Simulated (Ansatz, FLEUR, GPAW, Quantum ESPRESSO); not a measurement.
## The band gap of PbSe, sorted by core time

**What was measured.** The band gap of PbSe (Clausthalite) (Fm-3m) is reported as 0.28 eV at 300 K (a printed reference work). The runs below try to reproduce it.

The structure is cubic, space group Fm-3m (No. 225). Conventional cell: a = 6.121 Å, b = 6.121 Å, c = 6.121 Å, α = 90.00°, β = 90.00°, γ = 90.00°. Pb (site symmetry m-3m) has 6 Se at 3.06 Å as nearest neighbours. Se (site symmetry m-3m) is surrounded by 6 Pb at 3.06 Å.

| rung | level | program and potentials | cutoff (eV) | k mesh | smearing | task | spin | core time | chip | band gap (eV) | miss (eV) | notes |
| --- | --- | --- | --- | --- | --- | --- | --- | --- | --- | --- | --- | --- |
| GGA | PBE | Quantum ESPRESSO, SG15 PBE 1.2 | 952 | 6 × 6 × 6 | fermi-dirac 0.05 | single point | off | 23 s | Arm Neoverse V2 | 0.28 | +0.00 | - |
| LDA | LDA | FLEUR, all-electron, FLAPW | - | 8 × 8 × 8 | fermi-dirac 0.05 | band structure | off | 42 s | Intel Xeon Platinum 8488C Sapphire Rapids | 0.19 | -0.09 | - |
| LDA | LDA | Ansatz, all-electron LAPW, scalar-relativistic | - | 6 × 6 × 6 | fermi-dirac 0.05 | elastic constants | off | 53 s | Arm Neoverse V1 | 0.18 | -0.10 | - |
| LDA | LDA | Ansatz, all-electron LAPW, relativistic spinors | - | 6 × 6 × 6 | fermi-dirac 0.05 | band structure | SOC, no magnetisation | 59 s | Intel Xeon Platinum 8488C Sapphire Rapids | 0.30 | +0.02 | bands may be inverted |
| GGA | revPBE | GPAW, the program's PAW data sets (release 1.2.1) made for this functional | 600 | 8 × 8 × 8 | fermi-dirac 0.05 | band structure | off | 60 s | Arm Neoverse V1 | 0.30 | +0.02 | - |
| LDA | LDA | GPAW, the program's PAW data sets (release 1.2.1) made for this functional | 600 | 8 × 8 × 8 | fermi-dirac 0.05 | band structure | off | 73 s | Arm Neoverse V1 | 0.14 | -0.14 | - |
| Hartree-Fock | HF | Ansatz, JTH PAW LDA | 1800 | 4 × 4 × 4 | fermi-dirac 0.15 | density of states | off | 6.8 min | Arm Neoverse V2 | 5.11 | +4.83 | coarse mesh; potentials made for LDA |

Times are single runs on shared hosts and different chips, so they are rough; meshes, cutoffs and the tasks' sizes weigh on the time. Gaps are the least found on the k mesh or the band path, and a mesh can miss the band edges. Smearing widths are in eV. The cell comes from a database and isn't always the measured one. Meshes differ between rows, which moves values too. All levels ran on this one cell, unrelaxed unless noted. Meshes are those of the run's cell of 2 atoms unless a note names another. Misses use the values as printed. Runs on faulty files, with rough fits or with known faults for this quantity aren't shown.

By rung: LDA 0.14 to 0.19; LDA with SOC 0.30; GGA 0.28 to 0.30; Hartree-Fock on coarse meshes 5.11 (eV). Measured: 0.28 eV at 300 K (a printed reference work). Closest, coarse meshes and atomic bases left aside, is PBE (+0.00 eV). The runs are for a static lattice, while measurements hold temperature and zero-point motion; rows without SOC leave out spin-orbit coupling, which moves the band edges where heavy atoms are present.
